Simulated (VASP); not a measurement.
**C: relaxation of cell and atoms with r2SCAN**

Crystal: C.

```
C
1.0
     0.00000    1.78057    1.78057
     1.78057    0.00000    1.78057
     1.78057    1.78057    0.00000
C
2
Direct
  0.00000 0.00000 0.00000
  0.25000 0.25000 0.25000
```

This isn't the form of C at room conditions, which is graphite.

```yaml
Program: VASP 6.6.1
Task: relaxation of cell and atoms
Functional: r2SCAN
Potentials_or_basis: VASP PAW PBE potentials, release 64 (C)
Cutoff: 600 eV
k_mesh: 14 × 14 × 14
Occupations: gaussian, width 0.03 eV
Spin: no spin polarisation
Further_INCAR_settings: ALGO = Normal; EDIFF = 1e-07; IBRION = 2; EDIFFG = -0.005; NSW = 90; ISIF = 3
```

| Quantity | Value |
| --- | --- |
| Pressure after relaxing | 0.0 GPa |
| Band gap on the k mesh | 4.33 eV, indirect (least direct gap 5.85 eV) |

Final structure:
```yaml
crystal:
  lattice:
    - [0.00000, 1.78057, 1.78057]
    - [1.78057, 0.00000, 1.78057]
    - [1.78057, 1.78057, 0.00000]
  atoms:
    - { symbol: C, position: [0.00000, 0.00000, 0.00000] }
    - { symbol: C, position: [0.25000, 0.25000, 0.25000] }
```

Levels at points of the mesh, in eV from the valence-band top:
```csv
k point,band 2,band 3,band 4,band 5,band 6,band 7
"(0.00, 0.00, 0.00)",0.00,0.00,0.00,5.85,5.85,5.85
"(0.50, 0.00, 0.00)",-14.10,-2.99,-2.99,8.90,8.90,9.19
"(0.50, 0.50, 0.00)",-13.62,-6.69,-6.69,5.01,5.01,17.95
```

It took 54 s on 1 thread of Intel(R) Xeon(R) Platinum 8259CL CPU @ 2.50GHz (Skylake/Cascade Lake) (shared host), peak memory 0.12 GiB.

Caveat: the relaxation stopped at its first step, so nothing moved; the PAW data sets were made with another functional, which shifts forces and pressure a little. r2SCAN opens gaps a little over a GGA but as a rule still falls short of measured ones.
